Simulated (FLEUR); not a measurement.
The system is HfO2.

```
Hf O
1.0
     0.00000    2.55750    2.55750
     2.55750    0.00000    2.55750
     2.55750    2.55750    0.00000
Hf O
1 2
Cartesian
  0.0000 0.0000 0.0000
  3.8363 3.8363 3.8363
  1.2788 1.2788 1.2788
```

Measurements of this composition are mostly on another form, of space group No. 14.

Base run:

```yaml
Program: FLEUR MaX-R8.1 (later development tree)
Functional: PBEsol
Potentials_or_basis: all-electron
Basis: FLAPW
Kmax: 4.86 1/bohr
k_mesh: 9 × 9 × 9
Occupations: fermi-dirac, width 0.05 eV
Spin: no spin polarisation
```

Its results: band gap on the k mesh 3.69 eV, indirect (least direct gap 3.81 eV).

Problem. The run is repeated on the same cell with these changes: functional from PBEsol to PBE; muffin-tin radii from Hf 2.39, O 1.48 bohr to Hf 2.32, O 1.44 bohr. What comes out?

Solution. Band gap on the k mesh 3.82 eV, indirect (least direct gap 3.93 eV).

Caveats: spin-orbit coupling is left out, which moves the levels of the heavy elements; the mesh misses the band edges, which the band path finds closer together (some runs); an odd mesh through Γ misses points on the zone boundary, where band edges often lie (some runs).

Not every run made on this cell is shown here.
